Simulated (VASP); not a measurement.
# Bi2Se3 (Paraguanajuatite) (R-3m) in VASP: further runs

One crystal, Bi2Se3 (Paraguanajuatite), is run at these levels: PBE; tasks: relaxation of shape and atoms at fixed volume.

All numbers are computed with VASP 6.6.1; they aren't measurements. Logs are shortened: lines on timing, memory, paths and dates and some standing lists are left out, and cuts for length are marked.

## 1. The crystal as given

The structure is trigonal, space group R-3m (No. 166). Conventional cell: a = 4.189 Å, b = 4.189 Å, c = 31.052 Å, α = 90.00°, β = 90.00°, γ = 120.00°. Bi (site symmetry 3m) has 6 Se at 2.88 to 3.10 Å as nearest neighbours. Around Se (site symmetry -3m) lie 6 Bi at 3.10 Å. Se (site symmetry 3m) is surrounded by 3 Bi at 2.88 Å.

## 2. Relaxation of shape and atoms at fixed volume, PBE

Contents of INCAR:

```
PREC     = Accurate       # precision mode
ENCUT    = 300            # plane-wave cutoff, eV
EDIFF    = 1E-7           # SCF threshold, eV
ISMEAR   = 0              # smearing method
SIGMA    = 0.03           # smearing width, eV
LREAL    = F              # projectors in reciprocal space
LASPH    = T              # aspherical terms in the spheres
NELM     = 80             # most SCF steps
ALGO     = Fast           # electronic algorithm
ISIF     = 4              # what is computed and relaxed
LWAVE    = F              # write WAVECAR
LCHARG   = F              # write CHGCAR
GGA      = PE             # functional
IBRION   = 2              # ionic algorithm
NSW      = 40             # ionic steps
EDIFFG   = -0.01          # ionic threshold
```

Contents of KPOINTS:

```
regular mesh
0
Gamma
  4 4 4
```

Contents of POSCAR:

```
Bi2Se3                                  
1.0
    2.0947039212      1.2093778727     10.3507557744
   -2.0947039212      1.2093778727     10.3507557744
    0.0000000000     -2.4187557455     10.3507557744
  Bi              Se            
     2     3
Direct
     0.3958176902679331    0.3958176902679331    0.3958176902679331
     0.6041823097320670    0.6041823097320670    0.6041823097320670
     1.0000000000000000    1.0000000000000000    1.0000000000000000
     0.2205800627901311    0.2205800627901311    0.2205800627901311
     0.7794199372098689    0.7794199372098689    0.7794199372098689
```

Potentials or basis: VASP PAW PBE potentials, release 64 (Bi, Se).

Run with:

```bash
> cat potpaw_PBE.64/Bi/POTCAR potpaw_PBE.64/Se/POTCAR > POTCAR
> mpirun -np 1 vasp_std > vasp.out
```

OUTCAR:

```text
PREC = Accurate
   ENCUT = 300
   EDIFF = 1E-7
   ISMEAR = 0
   LREAL = F
   LASPH = T
   NELM = 80
   ISIF = 4
   GGA = PE
   IBRION = 2
   NSW = 40
   EDIFFG = -0.01

 ion  position               nearest neighbor table
   1  0.396  0.396  0.396-   5 2.88   5 2.88   5 2.88   3 3.10   3 3.10   3 3.10
   2  0.604  0.604  0.604-   4 2.88   4 2.88   4 2.88   3 3.10   3 3.10   3 3.10
   3  0.000  0.000  0.000-   2 3.10   1 3.10   2 3.10   2 3.10   1 3.10   1 3.10
   4  0.221  0.221  0.221-   2 2.88   2 2.88   2 2.88
   5  0.779  0.779  0.779-   1 2.88   1 2.88   1 2.88

  LATTYP: Found a trigonal (rhomboedric) cell.
 ALAT       =    10.6296060349
 COS(alpha) =     0.9223322096

  Lattice vectors:

 A1 = (   2.0947039212,   1.2093778727,  10.3507557744)
 A2 = (  -2.0947039212,   1.2093778727,  10.3507557744)
 A3 = (   0.0000000000,  -2.4187557455,  10.3507557744)

Analysis of symmetry for initial positions (statically):
=====================================================================
 Subroutine PRICEL returns:
 Original cell was already a primitive cell.

 Routine SETGRP: Setting up the symmetry group for a
 trigonal (rhombohedral) supercell.

 Subroutine GETGRP returns: Found 12 space group operations
 (whereof 12 operations were pure point group operations)
 out of a pool of 12 trial point group operations.

The static configuration has the point symmetry D_3d.

Analysis of symmetry for dynamics (positions and initial velocities):
=====================================================================
 Subroutine PRICEL returns:
 Original cell was already a primitive cell.

 Routine SETGRP: Setting up the symmetry group for a
 trigonal (rhombohedral) supercell.

 Subroutine GETGRP returns: Found 12 space group operations
 (whereof 12 operations were pure point group operations)
 out of a pool of 12 trial point group operations.

The dynamic configuration has the point symmetry D_3d.

 Subroutine INISYM returns: Found 12 space group operations
 (whereof 12 operations are pure point group operations),
 and found     1 'primitive' translations

----------------------------------------------------------------------------------------

                                     Primitive cell

  volume of cell :     157.3287

  direct lattice vectors                    reciprocal lattice vectors
     2.094703921  1.209377873 10.350755774     0.238697219  0.137811903  0.032203768
    -2.094703921  1.209377873 10.350755774    -0.238697219  0.137811903  0.032203768
     0.000000000 -2.418755745 10.350755774     0.000000000 -0.275623807  0.032203768

  length of vectors
    10.629606035 10.629606035 10.629606035     0.277498767  0.277498767  0.277498767

  position of ions in fractional coordinates (direct lattice)
     0.395817690  0.395817690  0.395817690
     0.604182310  0.604182310  0.604182310
     0.000000000  0.000000000  0.000000000
     0.220580063  0.220580063  0.220580063
     0.779419937  0.779419937  0.779419937

  ion indices of the primitive-cell ions
   primitive index   ion index
                 1           1
                 2           2
                 3           3
                 4           4
                 5           5

----------------------------------------------------------------------------------------

 KPOINTS: regular mesh

Automatic generation of k-mesh.
 Grid dimensions read from file:
 generate k-points for:    4    4    4

 Generating k-lattice:

  Cartesian coordinates                     Fractional coordinates (reciprocal lattice)
     0.059674305  0.034452976  0.008050942     0.250000000  0.000000000  0.000000000
    -0.059674305  0.034452976  0.008050942     0.000000000  0.250000000  0.000000000
     0.000000000 -0.068905952  0.008050942     0.000000000  0.000000000  0.250000000

  Length of vectors
     0.069374692  0.069374692  0.069374692

  Shift w.r.t. Gamma in fractional coordinates (k-lattice)
     0.000000000  0.000000000  0.000000000

 Subroutine IBZKPT returns following result:
 ===========================================

 Found     13 irreducible k-points:

 Following reciprocal coordinates:
            Coordinates               Weight
  0.000000  0.000000  0.000000      1.000000
  0.250000  0.000000  0.000000      6.000000
  0.500000  0.000000  0.000000      3.000000
  0.250000  0.250000  0.000000      6.000000
  0.500000  0.250000  0.000000     12.000000
 -0.250000  0.250000  0.000000      6.000000
  0.500000  0.500000  0.000000      3.000000
  0.250000  0.250000  0.250000      2.000000
  0.500000  0.250000  0.250000      6.000000
 -0.250000  0.250000  0.250000      6.000000
  0.500000  0.500000  0.250000      6.000000
 -0.250000  0.500000  0.250000      6.000000
  0.500000  0.500000  0.500000      1.000000
   k-points           NKPTS =     13   k-points in BZ     NKDIM =     13   number of bands    NBANDS=     18
   number of dos      NEDOS =    301   number of ions     NIONS =      5
   total plane-waves  NPLWV = 216000
   dimension x,y,z NGX =    60 NGY =   60 NGZ =   60
   dimension x,y,z NGXF=   120 NGYF=  120 NGZF=  120
   ions per type =               2   3
   NGX,Y,Z   is equivalent  to a cutoff of   9.38,  9.38,  9.38 a.u.
   NGXF,Y,Z  is equivalent  to a cutoff of  18.77, 18.77, 18.77 a.u.
 SYSTEM =  unknown system
   PREC   = accura    normal or accurate (medium, high low for compatibility)
   ISTART =      0    job   : 0-new  1-cont  2-samecut
   ICHARG =      2    charge: 1-file 2-atom 10-const
   ISPIN  =      1    spin polarized calculation?
   LNONCOLLINEAR =      F non collinear calculations
   LSORBIT =      F    spin-orbit coupling
   LASPH  =      T    aspherical Exc in radial PAW
   ENCUT  =  300.0 eV  22.05 Ry    4.70 a.u.  15.01 15.01 15.01*2*pi/ulx,y,z
   NELM   =     80;   NELMIN=  2; NELMDL= -5     # of ELM steps
   EDIFF  = 0.1E-06   stopping-criterion for ELM
   LREAL  =      F    real-space projection
   EDIFFG = -.1E-01   stopping-criterion for IOM
   NSW    =     40    number of steps for IOM
   IBRION =      2    ionic relax: 0-MD 1-quasi-New 2-CG
   NFREE  =      1    steps in history (QN), initial steepest desc. (CG)
   ISIF   =      4    stress and relaxation
   ISYM   =      2    0-nonsym 1-usesym 2-fastsym
   POTIM  = 0.5000    time-step for ionic-motion
   TEBEG  =    0.0;   TEEND  =   0.0 temperature during run
   PSTRESS=    0.0 pullay stress
   NELECT =      28.0000    total number of electrons
   NUPDOWN=      -1.0000    fix difference up-down
   EMIN   =  10.00;   EMAX   =-10.00  energy-range for DOS
   EFERMI =   0.00;   METHOD = LEGACY
   ISMEAR =     0;   SIGMA  =   0.03  broadening in eV -4-tet -1-fermi 0-gaus
   EFERMI_NEDOS =   21; number of points for ismear=-14 and -15
   IALGO  =     68    algorithm
   IMIX   =      4    mixing-type and parameters
     AMIX     =   0.40;   BMIX     =  1.00
     AMIX_MAG =   1.60;   BMIX_MAG =  1.00
  volume/ion in A,a.u.               =      31.47       212.34
  Fermi-wavevector in a.u.,A,eV,Ry     =   0.920856  1.740165 11.537400  0.847975
  Thomas-Fermi vector in A             =   2.046207
   LORBIT       =      0    0 simple, 1 ext, 2 COOP (PROOUT), +10 PAW based schemes
   GGA     = PE    functional components
   LHFCALC =     F    Hartree Fock is set to
   AEXX    =    0.0000 exact exchange contribution
   IVDW    =     0    specifies the selected vdW correction
   LEPSILON=     F    determine dielectric tensor
   LRPA    =     F    only Hartree local field effects (RPA)
 conjugate gradient relaxation of ions
 non-spin polarized calculation
 RMM-DIIS sequential band-by-band and
 Gauss-broadening in eV      SIGMA  =   0.03
  energy-cutoff  :      300.00
  volume of cell :      157.33
 maximum number of plane-waves:      1868
   NGX = 31   NGY = 31   NGZ = 31

 number of electron      28.0000001 magnetization

 Free energy of the ion-electron system (eV)
  ---------------------------------------------------
  ext. energy  EPLUGINS =         0.00000000
  ---------------------------------------------------
  free energy    TOTEN  =       -20.24506875 eV

  energy without entropy =      -20.24506875  energy(sigma->0) =      -20.24506875

 E-fermi :   3.1246     XC(G=0):  -8.8526

 val. band max:        2.9598911795   @ k =   0.0000   0.0000   0.0000
 cond. band min:       3.6288644657   @ k =   0.0000   0.0000   0.0000
 fundamental gap:      0.6689732861
 Fermi energy:         3.1246177929

 k-point     1 :       0.0000    0.0000    0.0000
  band No.  band energies     occupation
      1     -10.7254      2.00000
      2     -10.1767      2.00000
      3      -9.1424      2.00000
      4      -6.2015      2.00000
      5      -5.2511      2.00000
      6       1.3365      2.00000
[... 10 lines left out ...]
     17       4.9151      0.00000
     18       5.4473      0.00000

 k-point     2 :       0.2500    0.0000    0.0000
  band No.  band energies     occupation
      1     -10.2025      2.00000
      2      -9.7238      2.00000
      3      -8.9310      2.00000
      4      -6.5185      2.00000
      5      -5.9602      2.00000
      6      -0.5731      2.00000
[... 10 lines left out ...]
     17       5.5455      0.00000
     18       6.1231      0.00000

 k-point     3 :       0.5000    0.0000    0.0000
  band No.  band energies     occupation
      1      -9.0542      2.00000
      2      -9.0450      2.00000
      3      -9.0443      2.00000
      4      -7.2766      2.00000
      5      -6.8685      2.00000
      6      -1.6692      2.00000
[... 10 lines left out ...]
     17       6.1423      0.00000
     18       6.3678      0.00000

 k-point     4 :       0.2500    0.2500    0.0000
  band No.  band energies     occupation
      1     -10.1987      2.00000
      2      -9.7320      2.00000
      3      -8.9262      2.00000
      4      -6.5059      2.00000
      5      -5.9759      2.00000
      6      -0.6613      2.00000
[... 10 lines left out ...]
     17       5.5857      0.00000
     18       6.1243      0.00000

 k-point     5 :       0.5000    0.2500    0.0000
  band No.  band energies     occupation
      1      -9.3167      2.00000
      2      -9.0603      2.00000
      3      -8.7525      2.00000
      4      -7.1114      2.00000
      5      -7.0035      2.00000
      6      -1.0666      2.00000
[... 10 lines left out ...]
     17       5.9165      0.00000
     18       6.8296      0.00000

 k-point     6 :      -0.2500    0.2500    0.0000
  band No.  band energies     occupation
      1      -9.3276      2.00000
      2      -9.0356      2.00000
      3      -8.7668      2.00000
      4      -7.1085      2.00000
      5      -7.0063      2.00000
      6      -1.0859      2.00000
[... 76 lines left out ...]
 k-point    10 :      -0.2500    0.2500    0.2500
  band No.  band energies     occupation
      1      -9.0698      2.00000
      2      -9.0491      2.00000
      3      -9.0232      2.00000
      4      -7.2895      2.00000
      5      -6.8560      2.00000
      6      -1.6247      2.00000
[... 10 lines left out ...]
     17       5.7428      0.00000
     18       6.3723      0.00000

 k-point    11 :       0.5000    0.5000    0.2500
  band No.  band energies     occupation
      1     -10.1753      2.00000
      2      -9.7841      2.00000
      3      -8.8844      2.00000
      4      -6.5499      2.00000
      5      -5.9457      2.00000
      6      -0.6716      2.00000
[... 10 lines left out ...]
     17       5.7822      0.00000
     18       6.1582      0.00000

 k-point    12 :      -0.2500    0.5000    0.2500
  band No.  band energies     occupation
      1      -9.3042      2.00000
      2      -9.0852      2.00000
      3      -8.7398      2.00000
      4      -7.1141      2.00000
      5      -7.0008      2.00000
      6      -1.0258      2.00000
[... 10 lines left out ...]
     17       5.6704      0.00000
     18       6.7361      0.00000

 k-point    13 :       0.5000    0.5000    0.5000
  band No.  band energies     occupation
      1     -10.6900      2.00000
      2     -10.2567      2.00000
      3      -9.0659      2.00000
      4      -6.3359      2.00000
      5      -5.1310      2.00000
      6       1.0558      2.00000
[... 10 lines left out ...]
     17       5.0009      0.00000
     18       5.4079      0.00000

------------------------ aborting loop because EDIFF is reached ----------------------------------------

  FORCE on cell =-STRESS in cart. coord.  units (eV):
  Direction    XX          YY          ZZ          XY          YZ          ZX
  --------------------------------------------------------------------------------------
  -------------------------------------------------------------------------------------
  Total       -0.0046441     -0.0046441     -0.0002041      0.0000000      0.0000000      0.0000000
  in kB       -0.0472940     -0.0472940     -0.0020789      0.0000000      0.0000000      0.0000000
  external PRESSURE =      -0.0322223 kB  Pullay stress =       0.0000000 kB

 VOLUME and BASIS-vectors are now :
 -----------------------------------------------------------------------------
  energy-cutoff  :      300.00
  volume of cell :      157.33
      direct lattice vectors                 reciprocal lattice vectors
     2.094703921  1.209377873 10.350755774     0.238697219  0.137811903  0.032203768
    -2.094703921  1.209377873 10.350755774    -0.238697219  0.137811903  0.032203768
     0.000000000 -2.418755745 10.350755774     0.000000000 -0.275623807  0.032203768

 POSITION                                       TOTAL-FORCE (eV/Angst)
 -----------------------------------------------------------------------------------
      0.00000     -0.00000     12.29104         0.000000      0.000000     -0.001881
      0.00000     -0.00000     18.76123         0.000000     -0.000000      0.001881
      0.00000      0.00000      0.00000         0.000000     -0.000000      0.000000
      0.00000     -0.00000      6.84951         0.000000     -0.000000      0.003914
      0.00000     -0.00000     24.20276         0.000000      0.000000     -0.003914
 -----------------------------------------------------------------------------------
    total drift:                               -0.000000     -0.000000      0.000000

  FREE ENERGIE OF THE ION-ELECTRON SYSTEM (eV)
  ---------------------------------------------------
  free  energy   TOTEN  =       -20.2450687464 eV

  energy  without entropy=      -20.2450687464  energy(sigma->0) =      -20.24506875

 reached required accuracy - stopping structural energy minimisation
```

It took 86 s on 1 thread of Intel Xeon 6975P-C (Granite Rapids), shared host; peak memory 0.44 GiB.

Results:

```
Free energy                  : -20.2451 eV
Pressure after relaxing      : 0.0 GPa
Largest force after relaxing : 0.004 eV/Å
Band gap on the k mesh       : 0.67 eV, direct
```

Forces on the atoms (eV/Å):
```
Bi   0.000  0.000 -0.002
Bi   0.000  0.000  0.002
Se   0.000  0.000  0.000
Se   0.000  0.000  0.004
Se   0.000  0.000 -0.004
```

Final structure:
```
Bi Se
1.0
     2.09470    1.20938   10.35076
    -2.09470    1.20938   10.35076
     0.00000   -2.41876   10.35076
Bi Se
2 3
Cartesian
  0.0000 0.0000 12.2910
  0.0000 0.0000 18.7612
  0.0000 0.0000 0.0000
  0.0000 0.0000 6.8495
  0.0000 0.0000 24.2028
```

Caveat: the k mesh is coarse (spacing up to 0.44 Å⁻¹), so the values aren't converged; the relaxation stopped at its first step, so nothing moved; spin-orbit coupling is left out, which as a rule narrows the gap of such compounds by several tenths of an eV.

(Continued in part 2 of 2.)
